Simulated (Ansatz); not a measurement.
Take a 12-atom supercell of GeO2 in the rutile structure (space group P4_2/mnm, No. 136; a = 4.488 Å, c = 2.905 Å) at its relaxed geometry as the base.

Computed with Ansatz (a program for electronic structure) PBE, spin-orbit coupling left out.

Base values:

| Item | Result |
|---|---|
| Mean distance from the defect site to its nearest host atoms | 190 pm |
| Pressure | 0.0 GPa |

The change: one Ge atom is removed, atoms relaxed at fixed cell, starting from a slightly rattled geometry.

Q: How does this affect the mean distance from the defect site to its nearest host atoms and pressure?

A: The mean distance from the defect site to its nearest host atoms goes up by 15 pm to 205 pm; the pressure goes from zero to 2.6 GPa.

The magnetic state is the one reached from the starting moments; the real material's order can differ, and small cells can't hold many antiferromagnetic ones. In so small a cell the defect repeats every few ångströms: this is an ordered compound, not a dilute defect. The mesh was chosen for an insulator and is coarse for the gapless case. The defect cell is spin-polarised and ends with 4.0 μB.
